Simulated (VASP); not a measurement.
# ZnSe (F-43m) in VASP: single point with PBE0

Aim: the single point of ZnSe with PBE0.

Everything below comes from runs of VASP 6.6.1. Logs are shortened: lines on timing, memory, paths and dates and some standing lists are left out, and cuts for length are marked.

**Experimental background.**

“Alloy Disordering Effects on the Thermal Conductivity and Energy Gap Temperature Dependence of Cd1−xZnxSe Ternary Crystals Grown by the Bridgman Method”, 2023, pmc:10253836 reports, for a bulk crystal of ZnSe at 300 K: band gap 2.695 ± 0.003 eV (an exciton energy, a little under the gap).

How close the calculation comes is told below.

## 1. The structure

Symmetry: F-43m, No. 216, cubic system. Conventional cell: a = 5.640 Å, b = 5.640 Å, c = 5.640 Å, α = 90.00°, β = 90.00°, γ = 90.00°. Zn (site symmetry -43m) has 4 Se at 2.44 Å as nearest neighbours. Around Se (site symmetry -43m) lie 4 Zn at 2.44 Å.

The cell is a database's computed one.

## 2. Single point, PBE0

POSCAR reads:

```
ZnSe
1.0
    0.0000000000      2.8202400000      2.8202400000
    2.8202400000      0.0000000000      2.8202400000
    2.8202400000      2.8202400000      0.0000000000
Zn Se
1 1
Direct
    0.0000000000      0.0000000000      0.0000000000
    0.2500000000      0.2500000000      0.2500000000
```

INCAR.step1 reads:

```
SYSTEM = ZnSe
PREC = Accurate ; ENCUT = 520
EDIFF = 1E-5 ; ISMEAR = 0
SIGMA = 0.02 ; LREAL = .FALSE.
LASPH = .TRUE. ; NELM = 60
ALGO = Normal ; ISIF = 2
LWAVE = .TRUE. ; NBANDS = 16
GGA = PE
```

INCAR.step2 reads:

```
SYSTEM = ZnSe
PREC = Accurate ; ENCUT = 520
EDIFF = 1E-6 ; ISMEAR = 0
SIGMA = 0.02 ; LREAL = .FALSE.
LASPH = .TRUE. ; NELM = 60
ALGO = Normal ; ISIF = 2
LWAVE = .FALSE. ; LCHARG = .TRUE.
GGA = PE ; LHFCALC = .TRUE.
AEXX = 0.25 ; PRECFOCK = Fast
LELF = .TRUE. ; LVHAR = .TRUE.
NBANDS = 16 ; ISTART = 1
```

KPOINTS reads:

```
regular mesh
0
G
  6 6 6
  0 0 0
```

Potentials or basis: VASP PAW PBE potentials, release 64 (Zn, Se).

The run is started by

```sh
> cat potpaw_PBE.64/Zn/POTCAR potpaw_PBE.64/Se/POTCAR > POTCAR
> cp INCAR.step1 INCAR
> mpirun -np 1 vasp_std > vasp.out
> cp INCAR.step2 INCAR
> mpirun -np 1 vasp_std > vasp.out
```

OUTCAR:

```text
SYSTEM = ZnSe
   PREC = Accurate
   ENCUT = 520
   EDIFF = 1E-6
   ISMEAR = 0
   LREAL = .FALSE.
   LASPH = .TRUE.
   NELM = 60
   ISIF = 2
   GGA = PE
   LHFCALC = .TRUE.
   AEXX = 0.25
   PRECFOCK = Fast
   ISTART = 1

 ion  position               nearest neighbor table
   1  0.000  0.000  0.000-   2 2.44   2 2.44   2 2.44   2 2.44
   2  0.250  0.250  0.250-   1 2.44   1 2.44   1 2.44   1 2.44

  LATTYP: Found a face centered cubic cell.
 ALAT       =     5.6404800000

  Lattice vectors:

 A1 = (   0.0000000000,   2.8202400000,   2.8202400000)
 A2 = (   2.8202400000,   0.0000000000,   2.8202400000)
 A3 = (   2.8202400000,   2.8202400000,   0.0000000000)

Analysis of symmetry for initial positions (statically):
=====================================================================
 Subroutine PRICEL returns:
 Original cell was already a primitive cell.

 Routine SETGRP: Setting up the symmetry group for a
 face centered cubic supercell.

 Subroutine GETGRP returns: Found 24 space group operations
 (whereof 24 operations were pure point group operations)
 out of a pool of 48 trial point group operations.

The static configuration has the point symmetry T_d .

Analysis of symmetry for dynamics (positions and initial velocities):
=====================================================================
 Subroutine PRICEL returns:
 Original cell was already a primitive cell.

 Routine SETGRP: Setting up the symmetry group for a
 face centered cubic supercell.

 Subroutine GETGRP returns: Found 24 space group operations
 (whereof 24 operations were pure point group operations)
 out of a pool of 48 trial point group operations.

The dynamic configuration has the point symmetry T_d .

 Subroutine INISYM returns: Found 24 space group operations
 (whereof 24 operations are pure point group operations),
 and found     1 'primitive' translations

----------------------------------------------------------------------------------------

                                     Primitive cell

  volume of cell :      44.8630

  direct lattice vectors                    reciprocal lattice vectors
     0.000000000  2.820240000  2.820240000    -0.177289876  0.177289876  0.177289876
     2.820240000  0.000000000  2.820240000     0.177289876 -0.177289876  0.177289876
     2.820240000  2.820240000  0.000000000     0.177289876  0.177289876 -0.177289876

  length of vectors
     3.988421657  3.988421657  3.988421657     0.307075073  0.307075073  0.307075073

[... 81 lines left out ...]
   PSTRESS=    0.0 pullay stress
   NELECT =      18.0000    total number of electrons
   NUPDOWN=      -1.0000    fix difference up-down
   EMIN   =  10.00;   EMAX   =-10.00  energy-range for DOS
   EFERMI =   0.00;   METHOD = LEGACY
   ISMEAR =     0;   SIGMA  =   0.02  broadening in eV -4-tet -1-fermi 0-gaus
   EFERMI_NEDOS =   21; number of points for ismear=-14 and -15
   IALGO  =     38    algorithm
   IMIX   =      1    mixing-type and parameters
     AMIX     =   0.40;   BMIX     =  1.00
     AMIX_MAG =   1.60;   BMIX_MAG =  1.00
  volume/ion in A,a.u.               =      22.43       151.38
  Fermi-wavevector in a.u.,A,eV,Ry     =   1.207451  2.281752 19.836457  1.457938
  Thomas-Fermi vector in A             =   2.343089
   LORBIT       =      0    0 simple, 1 ext, 2 COOP (PROOUT), +10 PAW based schemes
   GGA     = PE    functional components
   LHFCALC =     T    Hartree Fock is set to
   PRECFOCK=fast      Normal, Fast or Accurate (Low or Medium for compatibility)
   ENCUT4O =  -1.0   cutoff for four orbital integrals eV
   NKREDX  =     1    reduce k-point grid by
   NKREDY  =     1    reduce k-point grid by
   NKREDZ  =     1    reduce k-point grid by
   AEXX    =    0.2500 exact exchange contribution
   HFSCREEN=    0.0000 screening length (either q_TF or 0.3 A-1)
   HFSCREENC=   0.0000 screening length for correlation (either q_TF or 0.3 A-1)
   ENCUTFOCK=  -1.0 apply spherical cutoff to Coloumb kernel
   IVDW    =     0    specifies the selected vdW correction
   LEPSILON=     F    determine dielectric tensor
   LRPA    =     F    only Hartree local field effects (RPA)
 non-spin polarized calculation
 Gauss-broadening in eV      SIGMA  =   0.02
  energy-cutoff  :      520.00
  volume of cell :       44.86
 maximum number of plane-waves:      1243
 NGX is ok and might be reduce to    30
  NGX = 18; NGY = 18; NGZ = 18

 number of electron      18.0000001 magnetization

 Free energy of the ion-electron system (eV)
  ---------------------------------------------------
  ext. energy  EPLUGINS =         0.00000000
  ---------------------------------------------------
  free energy    TOTEN  =        -7.96829980 eV

  energy without entropy =       -7.96829980  energy(sigma->0) =       -7.96829980

 E-fermi :   0.8666     XC(G=0):  -7.4100

 val. band max:        0.7256489060   @ k =   0.0000   0.0000   0.0000
 cond. band min:       3.8476174241   @ k =   0.0000   0.0000   0.0000
 fundamental gap:      3.1219685181
 Fermi energy:         0.8666290907

 k-point     1 :       0.0000    0.0000    0.0000
  band No.  band energies     occupation
      1     -13.8261      2.00000
      2      -7.5614      2.00000
      3      -7.5614      2.00000
      4      -7.5614      2.00000
      5      -7.2190      2.00000
      6      -7.2190      2.00000
[... 281 lines left out ...]
      3      -7.3709      2.00000
      4      -7.2886      2.00000
      5      -7.2045      2.00000
      6      -6.8934      2.00000
[... 8 lines left out ...]
     15      16.8186      0.00000
     16      17.0914      0.00000

------------------------ aborting loop because EDIFF is reached ----------------------------------------

  FORCE on cell =-STRESS in cart. coord.  units (eV):
  Direction    XX          YY          ZZ          XY          YZ          ZX
  --------------------------------------------------------------------------------------
  -------------------------------------------------------------------------------------
  Total        0.5401752      0.5401752      0.5401752     -0.0000000     -0.0000000      0.0000000
  in kB       19.2911007     19.2911007     19.2911007     -0.0000000     -0.0000000      0.0000000
  external PRESSURE =      19.2911007 kB  Pullay stress =       0.0000000 kB

 VOLUME and BASIS-vectors are now :
 -----------------------------------------------------------------------------
  energy-cutoff  :      520.00
  volume of cell :       44.86
      direct lattice vectors                 reciprocal lattice vectors
     0.000000000  2.820240000  2.820240000    -0.177289876  0.177289876  0.177289876
     2.820240000  0.000000000  2.820240000     0.177289876 -0.177289876  0.177289876
     2.820240000  2.820240000  0.000000000     0.177289876  0.177289876 -0.177289876

 POSITION                                       TOTAL-FORCE (eV/Angst)
 -----------------------------------------------------------------------------------
      0.00000      0.00000      0.00000         0.000000      0.000000      0.000000
      1.41012      1.41012      1.41012        -0.000000     -0.000000     -0.000000
 -----------------------------------------------------------------------------------
    total drift:                                0.000106      0.000085      0.000065

  FREE ENERGIE OF THE ION-ELECTRON SYSTEM (eV)
  ---------------------------------------------------
  free  energy   TOTEN  =        -7.9682997986 eV

  energy  without entropy=       -7.9682997986  energy(sigma->0) =       -7.96829980
```

Run time: 23 min. Hardware: 1 thread of Intel Xeon Platinum 8259CL at 2.50GHz (Skylake/Cascade Lake), shared host; peak memory 0.19 GiB.

What came out:

| Item | Value |
| --- | --- |
| Free energy | -7.9683 eV |
| Pressure | 1.9 GPa |
| Band gap on the k mesh | 3.12 eV, direct |

Levels at points of the mesh, in eV from the valence-band top:
```csv
k point,band 5,band 6,band 7,band 8,band 9,band 10,band 11,band 12,band 13,band 14
"(0.00, 0.00, 0.00)",-7.94,-7.94,0.00,0.00,0.00,3.12,7.66,7.66,7.66,12.06
"(0.50, 0.00, 0.00)",-7.93,-7.75,-5.72,-0.95,-0.95,4.36,8.21,8.21,10.48,13.13
"(0.50, 0.50, 0.00)",-7.90,-7.71,-5.28,-2.40,-2.40,4.50,5.20,13.02,13.66,13.66
```

Caveat: the PAW data sets were made with another functional, which shifts forces and pressure a little.

## 3. How close it comes

Step 2. A measured gap of ZnSe is 2.695 eV (an exciton energy, a little under the gap; 300 K; “Alloy Disordering Effects on the Thermal Conductivity and Energy Gap Temperature Dependence of Cd1−xZnxSe Ternary Crystals Grown by the Bridgman Method”, 2023, pmc:10253836); the calculated 3.12 eV misses it by +0.43 eV. Spin-orbit coupling on Se is left out. The value is that of PBE0, without temperature or zero-point motion. The cell is a database's relaxed one, not the measured one, which moves gaps too.
